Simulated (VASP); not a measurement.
# Ge (Cmmm) in VASP: further runs

The runs below take Ge through single point, with PBE.

Program: VASP 6.6.1. These are calculated values, not measurements. Logs are shortened: lines on timing, memory, paths and dates and some standing lists are left out, and cuts for length are marked.

## (1) The crystal as given

It takes space group Cmmm (No. 65, orthorhombic). The conventional cell has a = 2.794 Å, b = 5.201 Å, c = 2.698 Å, α = 90.00°, β = 90.00°, γ = 90.00°. Ge (site symmetry mmm) has 8 Ge at 2.70 to 2.95 Å as nearest neighbours.

This isn't the form of Ge at room conditions, which is diamond.

## (2) Single point, PBE

Input file INCAR:

```
PREC = Accurate ; ENCUT = 450
EDIFF = 1E-7 ; ISMEAR = 0
SIGMA = 0.05 ; LREAL = Auto
LASPH = T ; NELM = 100
ALGO = Normal ; ISIF = 2
LWAVE = F ; LCHARG = F
GGA = PE ; NBANDS = 13
ADDGRID = F
```

Input file KPOINTS:

```
Automatic mesh
0
Gamma
  5 5 5
```

Input file POSCAR:

```
Ge
1.0
    1.4161900000     -2.6475770000      0.0134350000
    1.3961930000      2.6368340000      0.0183540000
    0.0306960000      0.0025520000      2.6389690000
Ge
1
Direct
    0.4852650000      0.4800630000      0.0156560000
```

Potentials or basis: VASP PAW PBE potentials, release 64 (Ge_d).

Launch:

```
cat potpaw_PBE.64/Ge_d/POTCAR > POTCAR
mpirun -np 1 vasp_std > vasp.out
```

OUTCAR:

```text
PREC = Accurate
   ENCUT = 450
   EDIFF = 1E-7
   ISMEAR = 0
   LREAL = Auto
   LASPH = T
   NELM = 100
   ISIF = 2
   GGA = PE

 Found     63 irreducible k-points:

 Following reciprocal coordinates:
            Coordinates               Weight
  0.000000  0.000000  0.000000      1.000000
  0.200000  0.000000  0.000000      2.000000
  0.400000 -0.000000  0.000000      2.000000
 -0.000000  0.200000  0.000000      2.000000
  0.200000  0.200000  0.000000      2.000000
  0.400000  0.200000  0.000000      2.000000
   k-points           NKPTS =     63   k-points in BZ     NKDIM =     63   number of bands    NBANDS=     13
   number of dos      NEDOS =    301   number of ions     NIONS =      1
   total plane-waves  NPLWV =  10368
   dimension x,y,z NGX =    24 NGY =   24 NGZ =   18
   dimension x,y,z NGXF=    48 NGYF=   48 NGZF=   36
   ions per type =               1
   NGX,Y,Z   is equivalent  to a cutoff of  13.29, 13.37, 11.34 a.u.
   NGXF,Y,Z  is equivalent  to a cutoff of  26.58, 26.74, 22.68 a.u.
 SYSTEM =  unknown system
   PREC   = accura    normal or accurate (medium, high low for compatibility)
   ISTART =      0    job   : 0-new  1-cont  2-samecut
   ICHARG =      2    charge: 1-file 2-atom 10-const
   ISPIN  =      1    spin polarized calculation?
   LNONCOLLINEAR =      F non collinear calculations
   LSORBIT =      F    spin-orbit coupling
   LASPH  =      T    aspherical Exc in radial PAW
   ENCUT  =  450.0 eV  33.07 Ry    5.75 a.u.   5.19  5.16  4.56*2*pi/ulx,y,z
   NELM   =    100;   NELMIN=  2; NELMDL= -5     # of ELM steps
   EDIFF  = 0.1E-06   stopping-criterion for ELM
   LREAL  =      T    real-space projection
   EDIFFG = 0.1E-05   stopping-criterion for IOM
   NSW    =      0    number of steps for IOM
   IBRION =     -1    ionic relax: 0-MD 1-quasi-New 2-CG
   NFREE  =      0    steps in history (QN), initial steepest desc. (CG)
   ISIF   =      2    stress and relaxation
   ISYM   =      2    0-nonsym 1-usesym 2-fastsym
   POTIM  = 0.5000    time-step for ionic-motion
   TEBEG  =    0.0;   TEEND  =   0.0 temperature during run
   PSTRESS=    0.0 pullay stress
   NELECT =      14.0000    total number of electrons
   NUPDOWN=      -1.0000    fix difference up-down
   EMIN   =  10.00;   EMAX   =-10.00  energy-range for DOS
   EFERMI =   0.00;   METHOD = LEGACY
   ISMEAR =     0;   SIGMA  =   0.05  broadening in eV -4-tet -1-fermi 0-gaus
   EFERMI_NEDOS =   21; number of points for ismear=-14 and -15
   IALGO  =     38    algorithm
   IMIX   =      4    mixing-type and parameters
     AMIX     =   0.40;   BMIX     =  1.00
     AMIX_MAG =   1.60;   BMIX_MAG =  1.00
  volume/ion in A,a.u.               =      19.61       132.31
  Fermi-wavevector in a.u.,A,eV,Ry     =   1.463234  2.765111 29.130789  2.141053
  Thomas-Fermi vector in A             =   2.579353
   LORBIT       =      0    0 simple, 1 ext, 2 COOP (PROOUT), +10 PAW based schemes
   GGA     = PE    functional components
   LHFCALC =     F    Hartree Fock is set to
   AEXX    =    0.0000 exact exchange contribution
   IVDW    =     0    specifies the selected vdW correction
   LEPSILON=     F    determine dielectric tensor
   LRPA    =     F    only Hartree local field effects (RPA)
 non-spin polarized calculation
 Gauss-broadening in eV      SIGMA  =   0.05
  energy-cutoff  :      450.00
  volume of cell :       19.61
 maximum number of plane-waves:       433
 NGX is ok and might be reduce to    24

 number of electron      14.0000005 magnetization

 Free energy of the ion-electron system (eV)
  ---------------------------------------------------
  ext. energy  EPLUGINS =         0.00000000
  ---------------------------------------------------
  free energy    TOTEN  =        -4.24506395 eV

  energy without entropy =       -4.24375089  energy(sigma->0) =       -4.24440742

 E-fermi :   6.0083     XC(G=0): -11.0368

 val. band max:        5.9966814413   @ k =   0.2000   0.4000   0.2000
 cond. band min:       6.0385311828   @ k =   0.4000  -0.0000   0.4000
 fundamental gap:      0.0418497415
 Fermi energy:         6.0083471609

 k-point     1 :       0.0000    0.0000    0.0000
  band No.  band energies     occupation
      1     -18.5456      2.00000
      2     -18.4598      2.00000
      3     -18.4075      2.00000
      4     -18.3027      2.00000
      5     -18.2917      2.00000
      6      -6.6493      2.00000
      7      12.7547      0.00000
      8      13.7467      0.00000
      9      14.4188      0.00000
     10      16.7239      0.00000
     11      18.3579      0.00000
     12      20.7650      0.00000
     13      21.0523      0.00000

 k-point     2 :       0.2000    0.0000    0.0000
  band No.  band energies     occupation
      1     -18.5255      2.00000
      2     -18.4352      2.00000
      3     -18.3998      2.00000
      4     -18.3088      2.00000
      5     -18.3052      2.00000
      6      -5.7085      2.00000
      7       8.6996      0.00000
      8      11.2426      0.00000
      9      14.6347      0.00000
     10      15.7802      0.00000
     11      18.7925      0.00000
     12      21.7296      0.00000
     13      25.2911      0.00000

 k-point     3 :       0.4000   -0.0000    0.0000
  band No.  band energies     occupation
      1     -18.5108      2.00000
      2     -18.4306      2.00000
      3     -18.3370      2.00000
      4     -18.3336      2.00000
      5     -18.3106      2.00000
      6      -3.0118      2.00000
      7       2.5359      2.00000
      8       9.6084      0.00000
      9      13.6853      0.00000
     10      16.7939      0.00000
     11      21.4756      0.00000
     12      24.6883      0.00000
     13      25.7227      0.00000

 k-point     4 :      -0.0000    0.2000    0.0000
  band No.  band energies     occupation
      1     -18.5241      2.00000
      2     -18.4327      2.00000
      3     -18.4026      2.00000
      4     -18.3125      2.00000
      5     -18.3020      2.00000
      6      -5.6954      2.00000
      7       8.8136      0.00000
      8      11.1147      0.00000
      9      14.6467      0.00000
     10      15.6377      0.00000
     11      18.7880      0.00000
     12      21.8164      0.00000
     13      25.0897      0.00000

 k-point     5 :       0.2000    0.2000    0.0000
  band No.  band energies     occupation
      1     -18.5012      2.00000
      2     -18.4344      2.00000
      3     -18.3516      2.00000
      4     -18.3317      2.00000
      5     -18.3101      2.00000
      6      -3.7230      2.00000
      7       4.7003      2.00000
      8       7.4539      0.00000
      9      16.3200      0.00000
     10      18.2188      0.00000
     11      19.7062      0.00000
     12      21.3835      0.00000
     13      26.5380      0.00000

 k-point     6 :       0.4000    0.2000    0.0000
  band No.  band energies     occupation
      1     -18.4927      2.00000
      2     -18.4187      2.00000
      3     -18.3476      2.00000
      4     -18.3341      2.00000
      5     -18.3183      2.00000
      6      -1.4443      2.00000
      7       1.6563      2.00000
      8       5.2547      2.00000
      9      17.7011      0.00000
     10      18.9125      0.00000
     11      23.3751      0.00000
     12      24.1026      0.00000
     13      24.7755      0.00000

 [... further k-points ...]

------------------------ aborting loop because EDIFF is reached ----------------------------------------

  FORCE on cell =-STRESS in cart. coord.  units (eV):
  Direction    XX          YY          ZZ          XY          YZ          ZX
  --------------------------------------------------------------------------------------
  -------------------------------------------------------------------------------------
  Total       -1.0555617      0.7548697      0.3171570     -0.1935679      0.0461557      0.0987581
  in kB      -86.2546823     61.6837921     25.9163187    -15.8173026      3.7715903      8.0699634
  external PRESSURE =       0.4484761 kB  Pullay stress =       0.0000000 kB

 VOLUME and BASIS-vectors are now :
 -----------------------------------------------------------------------------
  energy-cutoff  :      450.00
  volume of cell :       19.61
      direct lattice vectors                 reciprocal lattice vectors
     1.416190000 -2.647577000  0.013435000     0.354897238 -0.187889191 -0.003946402
     1.396193000  2.636834000  0.018354000     0.356347309  0.190588350 -0.004329273
     0.030696000  0.002552000  2.638969000    -0.004285175 -0.000368995  0.378986066

 POSITION                                       TOTAL-FORCE (eV/Angst)
 -----------------------------------------------------------------------------------
      1.35797     -0.01889      0.05665        -0.000000      0.000000     -0.000000
 -----------------------------------------------------------------------------------
    total drift:                                0.000054     -0.000164      0.000189

  FREE ENERGIE OF THE ION-ELECTRON SYSTEM (eV)
  ---------------------------------------------------
  free  energy   TOTEN  =        -4.2450639476 eV

  energy  without entropy=       -4.2437508912  energy(sigma->0) =       -4.24440742
```

Run time: 7 s. Hardware: 1 thread of Intel Xeon 6975P-C (Granite Rapids), shared host; peak memory 0.13 GiB.

The run converged, but some of its settings lie outside the range that counts as converged, so its numbers aren't taken as properties of the crystal.

What came out:

| Item | Value |
| --- | --- |
| Free energy | -4.2451 eV |
| Pressure | 0.0 GPa |
| Band gap on the k mesh | none (metal or under the smearing width) |

Caveat: the k mesh is coarse (spacing up to 0.51 Å⁻¹), so the values aren't converged.

## (3) Single point, PBE

This run uses another cell than the first one, of the same volume but with other edges.

Input file INCAR:

```
PREC = Accurate ; ENCUT = 450
EDIFF = 0.01 ; ISMEAR = 0
SIGMA = 0.05 ; LREAL = F
LASPH = T ; NELM = 100
ALGO = Normal ; ISIF = 2
LWAVE = F ; LCHARG = F
GGA = PE ; NBANDS = 13
ADDGRID = F
```

KPOINTS is that of step 2.

Input file POSCAR:

```
Ge
1.0
    1.3971490000     -2.6005160000      0.0000000000
    1.3971490000      2.6005160000      0.0000000000
    0.0000000000      0.0000000000      2.6982310000
Ge
1
Direct
    0.5000000000      0.5000000000      0.0000000000
```

Potentials or basis: VASP PAW PBE potentials, release 64 (Ge_d).

Launch:

```
cat potpaw_PBE.64/Ge_d/POTCAR > POTCAR
mpirun -np 1 vasp_std > vasp.out
```

Run time: 1.4 s. Hardware: 1 thread of Intel Xeon 6975P-C (Granite Rapids), shared host; peak memory 0.12 GiB.

These settings aren't checked as converged: the numbers below hold their error.

Results:

| Item | Value |
| --- | --- |
| Free energy | -4.2419 eV |
| Pressure | 11.7 GPa |
| Band gap on the k mesh | none (metal or under the smearing width) |

Caveat: the k mesh is coarse (spacing up to 0.51 Å⁻¹), so the values aren't converged.
